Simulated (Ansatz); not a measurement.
The system is Si2W.

```xyz
9
Lattice="4.6169 0.0000 0.0000 -2.3084 3.9983 0.0000 0.0000 0.0000 6.6532" Properties=species:S:1:pos:R:3 pbc="T T T"
W     2.3084    0.0000    3.3266
W     1.1542    1.9992    5.5444
W    -1.1542    1.9992    1.1089
Si    1.1332    0.6542    1.1089
Si    3.4837    0.6542    5.5444
Si    0.0000    1.3085    3.3266
Si    1.1753    3.3441    1.1089
Si   -1.1753    3.3441    5.5444
Si    2.3084    2.6899    3.3266
```

Measurements of this composition are mostly on another form, of space group No. 139.

| Property | Result |
| --- | --- |
| Program | Ansatz 0.2.0 |
| Task | relaxation of cell and atoms |
| Functional | revPBE |
| Dispersion | D4 |
| Potentials or basis | Ansatz PAW |
| Cutoff | 420 eV (not typed: the program's choice for these potentials) |
| k mesh | 7 × 7 × 4 |
| Occupations | fermi-dirac, width 0.05 eV |
| Spin | no spin polarisation |

At the start: volume 13.65 Å³/atom.

Problem. Where does the relaxation end?

Solution. It ends after 5 steps and the volume is 13.11 Å³/atom (-3.9 %); space group P6_222 (No. 180, to 0.05 Å).

The path:
| step | energy change (eV) | largest force (eV/Å) | volume (Å³) |
| --- | --- | --- | --- |
| 1 | 0.0000 | 0.0096 | 122.82 |
| 2 | -0.1088 | 0.1221 | 115.80 |
| 3 | -0.1412 | 0.0123 | 118.13 |
| 4 | -0.1414 | 0.0033 | 117.98 |
| 5 | -0.1401 | 0.0034 | 117.98 |

Final structure:
```cif
data_structure
_symmetry_space_group_name_H-M 'P 1'
_symmetry_Int_Tables_number 1
_cell_length_a 4.5529
_cell_length_b 4.5529
_cell_length_c 6.5718
_cell_angle_alpha 90.000
_cell_angle_beta 90.000
_cell_angle_gamma 120.000
_cell_volume 117.98
loop_
_atom_site_label
_atom_site_type_symbol
_atom_site_fract_x
_atom_site_fract_y
_atom_site_fract_z
_atom_site_occupancy
W1 W 0.50000 0.00000 0.50000 1
W2 W 0.50000 0.50000 0.83333 1
W3 W 0.00000 0.50000 0.16667 1
Si1 Si 0.32716 0.16358 0.16667 1
Si2 Si 0.83642 0.16358 0.83333 1
Si3 Si 0.16358 0.32716 0.50000 1
Si4 Si 0.67284 0.83642 0.16667 1
Si5 Si 0.16358 0.83642 0.83333 1
Si6 Si 0.83642 0.67284 0.50000 1
```

Caveat: the plane-wave basis is chosen anew once the cell has moved, so the energies of steps on either side of that aren't comparable; the PAW data sets come from PBE, with cores solved anew for the run's functional, which leaves a small shift of forces and pressure.
